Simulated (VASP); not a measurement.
# MoS2 (R-3m) in VASP: a series of runs, part 2 of 2

VASP 6.6.1. Earlier steps stand in the parts before.

### Step 5. Single point, PBEsol, spin-orbit coupling, no magnetisation

The input, INCAR:

```
PREC = Accurate
ENCUT = 250
EDIFF = 1E-7
ISMEAR = 0
SIGMA = 0.02
LREAL = F
LASPH = T
NELM = 100
ALGO = Normal
ISIF = 2
LWAVE = F
LCHARG = F
MAGMOM = 0 0 0 0 0 0 0 0 0
LORBIT = 11
LSORBIT = T
GGA_COMPAT = F
LMAXMIX = 4
GGA = PS
NBANDS = 42
```

The input, KPOINTS:

```
regular mesh
0
Gamma
  6 6 6
```

The input, POSCAR:

```
MoS2
1.0
    1.5855000000      0.9153888518      6.1149966667
   -1.5855000000      0.9153888518      6.1149966667
    0.0000000000     -1.8307777036      6.1149966667
Mo S
1 2
Direct
    0.0000000000      0.0000000000      0.0000000000
    0.2500000000      0.2500000000      0.2500000000
    0.7500000000      0.7500000000      0.7500000000
```

Potentials or basis: VASP PAW PBE potentials, release 64 (Mo_sv, S).

On the command line:

```
cat potpaw_PBE.64/Mo_sv/POTCAR potpaw_PBE.64/S/POTCAR > POTCAR
mpirun -np 1 vasp_ncl > vasp.out
```

OUTCAR:

```text
PREC = Accurate
   ENCUT = 250
   EDIFF = 1E-7
   ISMEAR = 0
   LREAL = F
   LASPH = T
   NELM = 100
   ISIF = 2
   LORBIT = 11
   LSORBIT = T
   GGA = PS

 Found     32 irreducible k-points:

 Following reciprocal coordinates:
            Coordinates               Weight
  0.000000  0.000000  0.000000      1.000000
  0.166667  0.000000  0.000000      6.000000
  0.333333 -0.000000  0.000000      6.000000
  0.500000  0.000000  0.000000      3.000000
  0.166667  0.166667  0.000000      6.000000
  0.333333  0.166667  0.000000     12.000000
   k-points           NKPTS =     32   k-points in BZ     NKDIM =     32   number of bands    NBANDS=     42
   number of dos      NEDOS =    301   number of ions     NIONS =      3
   total plane-waves  NPLWV =  46656
   dimension x,y,z NGX =    36 NGY =   36 NGZ =   36
   dimension x,y,z NGXF=    72 NGYF=   72 NGZF=   72
   ions per type =               1   2
   NGX,Y,Z   is equivalent  to a cutoff of   9.38,  9.38,  9.38 a.u.
   NGXF,Y,Z  is equivalent  to a cutoff of  18.75, 18.75, 18.75 a.u.
 SYSTEM =  unknown system
   PREC   = accura    normal or accurate (medium, high low for compatibility)
   ISTART =      0    job   : 0-new  1-cont  2-samecut
   ICHARG =      2    charge: 1-file 2-atom 10-const
   ISPIN  =      1    spin polarized calculation?
   LNONCOLLINEAR =      T non collinear calculations
[... 360 lines left out ...]
 l=   3
     0.0000000     0.0000000     0.0000000     0.0000000     0.0000000     0.0000000     0.0000000
     0.0000000     0.0000000     0.0000000     0.0000000     0.0000000     0.0000000     0.0000000
     0.0000000     0.0000000     0.0000000     0.0000000     0.0000000     0.0000000     0.0000000
     0.0000000     0.0000000     0.0000000     0.0000000     0.0000000     0.0000000     0.0000000
[... 29 lines left out ...]
 l=   2
     0.0000000     0.0000000     0.0000000     0.0000000     0.0000000
     0.0000000     0.0000000     0.0000000     0.0000000     0.0000000
     0.0000000     0.0000000     0.0000000     0.0000000     0.0000000
     0.0000000     0.0000000     0.0000000     0.0000000     0.0000000
     0.0000000     0.0000000     0.0000000     0.0000000     0.0000000
 l=   3
     0.0000000     0.0000000     0.0000000     0.0000000     0.0000000     0.0000000     0.0000000
     0.0000000     0.0000000     0.0000000     0.0000000     0.0000000     0.0000000     0.0000000
     0.0000000     0.0000000     0.0000000     0.0000000     0.0000000     0.0000000     0.0000000
     0.0000000     0.0000000     0.0000000     0.0000000     0.0000000     0.0000000     0.0000000
     0.0000000     0.0000000     0.0000000     0.0000000     0.0000000     0.0000000     0.0000000
     0.0000000     0.0000000     0.0000000     0.0000000     0.0000000     0.0000000     0.0000000
     0.0000000     0.0000000     0.0000000     0.0000000     0.0000000     0.0000000     0.0000000

 total charge

# of ion       s       p       d       tot
------------------------------------------
    1        2.307   6.245   3.965  12.517
    2        1.361   2.352   0.000   3.713
    3        1.361   2.352   0.000   3.713
--------------------------------------------------
tot          5.030  10.948   3.965  19.943

 magnetization (x)

# of ion       s       p       d       tot
------------------------------------------
    1       -0.000  -0.000  -0.000  -0.000
    2       -0.000  -0.000   0.000  -0.000
    3       -0.000  -0.000   0.000  -0.000
--------------------------------------------------
tot         -0.000  -0.000  -0.000  -0.000

 magnetization (y)

# of ion       s       p       d       tot
------------------------------------------
    1        0.000   0.000  -0.000  -0.000
    2        0.000   0.000   0.000   0.000
    3        0.000   0.000   0.000   0.000
--------------------------------------------------
tot          0.000   0.000  -0.000  -0.000

 magnetization (z)

# of ion       s       p       d       tot
------------------------------------------
    1        0.000   0.000   0.000   0.000
    2        0.000   0.000   0.000   0.000
    3        0.000   0.000   0.000   0.000
--------------------------------------------------
tot          0.000   0.000   0.000   0.000
```

OSZICAR:

```text
N       E                     dE             d eps       ncg     rms          rms(c)
DAV:   1     0.124450647553E+03    0.12445E+03   -0.93106E+03  3096   0.676E+02
DAV:   2    -0.184954107434E+02   -0.14295E+03   -0.13714E+03  3292   0.234E+02
DAV:   3    -0.241433402491E+02   -0.56479E+01   -0.55830E+01  3308   0.436E+01
DAV:   4    -0.242111752014E+02   -0.67835E-01   -0.67776E-01  3276   0.494E+00
DAV:   5    -0.242121261723E+02   -0.95097E-03   -0.95066E-03  3338   0.549E-01    0.265E+01
DAV:   6    -0.231074840124E+02    0.11046E+01   -0.47712E+00  2854   0.188E+01    0.979E+00
DAV:   7    -0.228416883423E+02    0.26580E+00   -0.18861E+00  2820   0.114E+01    0.665E+00
DAV:   8    -0.226777221701E+02    0.16397E+00   -0.24152E-01  3014   0.436E+00    0.199E+00
DAV:   9    -0.226788339978E+02   -0.11118E-02   -0.35328E-02  3128   0.112E+00    0.788E-01
DAV:  10    -0.226767356233E+02    0.20984E-02   -0.60108E-03  2992   0.666E-01    0.224E-01
DAV:  11    -0.226768677866E+02   -0.13216E-03   -0.70470E-04  3104   0.154E-01    0.882E-02
DAV:  12    -0.226767692663E+02    0.98520E-04   -0.27497E-04  2980   0.130E-01    0.173E-02
DAV:  13    -0.226767693693E+02   -0.10301E-06   -0.24513E-05  3044   0.303E-02    0.179E-02
DAV:  14    -0.226767727857E+02   -0.34164E-05   -0.63977E-06  3010   0.164E-02    0.744E-03
DAV:  15    -0.226767725890E+02    0.19666E-06   -0.62470E-07  3140   0.665E-03    0.261E-03
DAV:  16    -0.226767726018E+02   -0.12766E-07   -0.15645E-07  2750   0.214E-03
   1 F= -.22676773E+02 E0= -.22676643E+02  d E =-.258967E-03  mag=     0.0000     0.0000    -0.0000
```

stdout:

```text
POSCAR found type information on POSCAR MoS
 POSCAR found :  2 types and       3 ions
 scaLAPACK will be used
 -----------------------------------------------------------------------------
|                                                                             |
|                                                                             |
|     You enforced a specific xc type in the INCAR file but a different       |
|     I HOPE YOU KNOW WHAT YOU ARE DOING!                                     |
|                                                                             |
 -----------------------------------------------------------------------------

 LDA part: xc-table for (Slater+PW92), standard interpolation
 POSCAR, INCAR and KPOINTS ok, starting setup
 FFT: planning ... GRIDC
 FFT: planning ... GRID_SOFT
 FFT: planning ... GRID
 WAVECAR not read
 entering main loop
```

Run time: 85 s. Hardware: 1 thread of Intel Xeon 6975P-C (Granite Rapids), shared host; peak memory 0.39 GiB.

The run converged, but a check on its numbers failed (symmetry, net force, bounds or a known fault of this set-up), so they aren't taken as properties of the crystal.

Caveat: the k mesh is coarse (spacing up to 0.39 Å⁻¹), so the values aren't converged; the cutoff lies under the usual one of these potentials, so the numbers hold a large basis-set error; the PAW data sets were made with another functional, which shifts forces and pressure a little; the cell's inner coordinates are idealised or old, which leaves forces on the atoms.

### Step 6. Single point, PBEsol, spin-orbit coupling, no magnetisation

INCAR, as its differences from that of step 5:

```diff
@@ -1,3 +1,3 @@
 PREC = Accurate
-ENCUT = 250
+ENCUT = 400
 EDIFF = 1E-7
```

The input, KPOINTS:

```
regular mesh
0
Gamma
  5 5 5
```

POSCAR is that of step 5.

Potentials or basis: VASP PAW PBE potentials, release 64 (Mo_sv, S).

On the command line:

```
cat potpaw_PBE.64/Mo_sv/POTCAR potpaw_PBE.64/S/POTCAR > POTCAR
mpirun -np 1 vasp_ncl > vasp.out
```

OUTCAR:

```text
PREC = Accurate
   ENCUT = 400
   EDIFF = 1E-7
   ISMEAR = 0
   LREAL = F
   LASPH = T
   NELM = 100
   ISIF = 2
   LORBIT = 11
   LSORBIT = T
   GGA = PS

 Found     19 irreducible k-points:

 Following reciprocal coordinates:
            Coordinates               Weight
  0.000000  0.000000  0.000000      1.000000
  0.200000  0.000000 -0.000000      6.000000
  0.400000  0.000000  0.000000      6.000000
  0.200000  0.200000 -0.000000      6.000000
  0.400000  0.200000  0.000000     12.000000
 -0.400000  0.200000  0.000000     12.000000
   k-points           NKPTS =     19   k-points in BZ     NKDIM =     19   number of bands    NBANDS=     42
   number of dos      NEDOS =    301   number of ions     NIONS =      3
   total plane-waves  NPLWV =  74088
[... 414 lines left out ...]
     0.0000000     0.0000000     0.0000000     0.0000000     0.0000000     0.0000000     0.0000000
     0.0000000     0.0000000     0.0000000     0.0000000     0.0000000     0.0000000     0.0000000
     0.0000000     0.0000000     0.0000000     0.0000000     0.0000000     0.0000000     0.0000000
     0.0000000     0.0000000     0.0000000     0.0000000     0.0000000     0.0000000     0.0000000
     0.0000000     0.0000000     0.0000000     0.0000000     0.0000000     0.0000000     0.0000000

 total charge

# of ion       s       p       d       tot
------------------------------------------
    1        2.306   6.236   3.982  12.524
    2        1.360   2.316   0.000   3.676
    3        1.360   2.316   0.000   3.676
--------------------------------------------------
tot          5.026  10.868   3.982  19.876

 magnetization (x)

# of ion       s       p       d       tot
------------------------------------------
    1       -0.000  -0.000  -0.000  -0.000
    2        0.000   0.000   0.000   0.000
    3        0.000   0.000   0.000   0.000
--------------------------------------------------
tot         -0.000   0.000  -0.000   0.000

 magnetization (y)

# of ion       s       p       d       tot
------------------------------------------
    1        0.000   0.000   0.000   0.000
    2        0.000   0.000   0.000   0.000
    3        0.000   0.000   0.000   0.000
--------------------------------------------------
tot          0.000   0.000   0.000   0.000

 magnetization (z)

# of ion       s       p       d       tot
------------------------------------------
    1        0.000   0.000   0.000   0.000
    2        0.000   0.000   0.000   0.000
    3        0.000   0.000   0.000   0.000
--------------------------------------------------
tot          0.000   0.000   0.000   0.000
```

OSZICAR:

```text
N       E                     dE             d eps       ncg     rms          rms(c)
DAV:   1     0.175532865204E+03    0.17553E+03   -0.11790E+04  1716   0.962E+02
DAV:   2    -0.157032923034E+02   -0.19124E+03   -0.18328E+03  1898   0.291E+02
DAV:   3    -0.240618662941E+02   -0.83586E+01   -0.82118E+01  1974   0.564E+01
DAV:   4    -0.241831256112E+02   -0.12126E+00   -0.12072E+00  1902   0.707E+00
DAV:   5    -0.241852482934E+02   -0.21227E-02   -0.21215E-02  2002   0.911E-01    0.266E+01
DAV:   6    -0.231427020447E+02    0.10425E+01   -0.47297E+00  1700   0.188E+01    0.946E+00
DAV:   7    -0.228667673796E+02    0.27593E+00   -0.25439E+00  1684   0.121E+01    0.682E+00
DAV:   8    -0.226692494405E+02    0.19752E+00   -0.28670E-01  1788   0.482E+00    0.206E+00
DAV:   9    -0.226690710776E+02    0.17836E-03   -0.30087E-02  1860   0.101E+00    0.624E-01
DAV:  10    -0.226681774223E+02    0.89366E-03   -0.36929E-03  1800   0.472E-01    0.222E-01
DAV:  11    -0.226681390709E+02    0.38351E-04   -0.39653E-04  1858   0.119E-01    0.875E-02
DAV:  12    -0.226681285279E+02    0.10543E-04   -0.14242E-04  1802   0.685E-02    0.412E-02
DAV:  13    -0.226681334205E+02   -0.48926E-05   -0.15034E-05  1832   0.304E-02    0.152E-02
DAV:  14    -0.226681347264E+02   -0.13059E-05   -0.43051E-06  1812   0.163E-02    0.949E-03
DAV:  15    -0.226681345260E+02    0.20048E-06   -0.11368E-06  1810   0.847E-03    0.241E-03
DAV:  16    -0.226681344208E+02    0.10511E-06   -0.14035E-07  1670   0.286E-03    0.141E-03
DAV:  17    -0.226681344210E+02   -0.19872E-09   -0.36023E-08  1060   0.133E-03
   1 F= -.22668134E+02 E0= -.22667635E+02  d E =-.999591E-03  mag=     0.0000     0.0000     0.0000
```

It took 2.4 min on 1 thread of Intel Xeon 6975P-C (Granite Rapids), shared host; peak memory 0.53 GiB.

The run converged, but some of its settings lie outside the range that counts as converged, so its numbers aren't taken as properties of the crystal.

Results:

* Free energy: -22.6681 eV
* Pressure: 2.4 GPa
* Largest force: 0.700 eV/Å
* Valence electrons inside the program's atomic spheres: Mo 12.52; S 3.68

Caveat: the k mesh is coarse (spacing up to 0.46 Å⁻¹), so the values aren't converged; the PAW data sets were made with another functional, which shifts forces and pressure a little; the cell's inner coordinates are idealised or old, which leaves forces on the atoms.

### Step 7. For comparison

An earlier run on the cell as given: functional PBE; potentials or basis VASP PAW PBE potentials, release 64 (Mo_sv, S); cutoff 520 eV; k mesh 10 × 10 × 10; occupations fermi-dirac, width 0.05 eV; no spin polarisation.

* Pressure: 7.8 GPa
* Largest force: 0.994 eV/Å
* Band gap on the k mesh: none (metal or under the smearing width)
